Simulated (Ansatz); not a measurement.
Relaxing Tl

These are results of DFT r2SCAN, scalar-relativistic, plane waves, PAW (Ansatz), not measurements. Cutoff 500 eV, Γ-centred k mesh, Gaussian smearing, no spin polarisation in the final step.

Tl was placed on the simple hexagonal structure type (P6/mmm, No. 191), at a guessed volume.

```yaml
crystal:
  lattice:
    - [3.35353, 0.00000, 0.00000]
    - [-1.67676, 2.90424, 0.00000]
    - [0.00000, 0.00000, 3.13345]
  atoms:
    - { symbol: Tl, position: [0.00000, 0.00000, 0.00000] }
```

Cell and atoms relax at zero pressure; the relaxation can't lower the symmetry of the start.

Energies count from the standard state of Tl at the same level.

(1) What does it relax into?

(2) What are its volume, energy, density and gap?

Results:

(1) It keeps P6/mmm (No. 191). The result has the simple hexagonal structure. Conventional cell: a = 3.356 Å, c = 3.199 Å. Tl has 8 Tl at 3.20–3.36 Å.

Space group P6/mmm (No. 191). a = 3.356 Å, b = 3.356 Å, c = 3.199 Å, α = 90.00°, β = 90.00°, γ = 120.00°
```json
{"atom": "Tl", "site": "1a", "symmetry": "6/mmm", "x": "0.0000", "y": "0.0000", "z": "0.0000"}
```

(2) The volume per atom is 31.21 Å³ and the density is 10.87 g/cm³. The energy over the standard structure is 0.07 eV/atom and the gap on the 21×21×18 mesh is 0 eV (a metal).

The final run used a 21×21×18 mesh on its 1-atom cell and 0.10 eV smearing. For metals, differences of a few meV/atom aren't resolved. Spin–orbit coupling is left out. A structure relaxed within its symmetry needn't be a true minimum.